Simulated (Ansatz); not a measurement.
The elements of this relaxed trial crystal are hidden behind letters.

```
lattice vectors (Å)
   3.2761    0.0000    0.0000
   0.0000    3.2761    0.0000
   0.0000    0.0000    3.2761
fractional positions
X 0.0000 0.0000 0.0000
Z 0.5000 0.5000 0.5000
```

These are results of DFT PBE, scalar-relativistic, plane waves, PAW in Ansatz 0.2.0, not measurements. Plane waves to 420 eV, a 16×16×16 mesh through Γ for the 2-atom cell and 0.10 eV Gaussian smearing; no spin polarisation.

```
Space group                                 : Pm-3m (No. 221)
Conventional cell                           : a = 3.276 Å
Volume per atom                             : 17.58 Å³
Density                                     : 2.66 g/cm³
Formation energy                            : −0.82 eV/atom
Gap on the 16×16×16 mesh of the 2-atom cell : 0 eV (the bands overlap slightly)
```

Energies are uncorrected and count from the elements' standard states at the same level.

Question: X is an s-block element of period 3 and Z is a p-block element of period 3. Which elements are they?

Answer: X = Mg, Z = S, so the formula is MgS, here in the caesium chloride type. Density times volume gives a mean mass of 2.66 × 17.58/1.6605 = 28.2 u per atom, and this set has 28.2 u. Among the elements that the hints allow, noble gases aside, only these give it. Around Mg lie 8 S at 2.84 Å and 6 Mg at 3.28 Å; S is surrounded by 8 Mg at 2.84 Å and 6 S at 3.28 Å.

The zero gap may come from the functional, which often closes small gaps. A structure relaxed within its symmetry needn't be a true minimum. Another cell of MgS relaxed alike, in Fm-3m (a cell as deposited in COD), lies 0.62 eV/atom lower, so this cell isn't the stable form at this level.
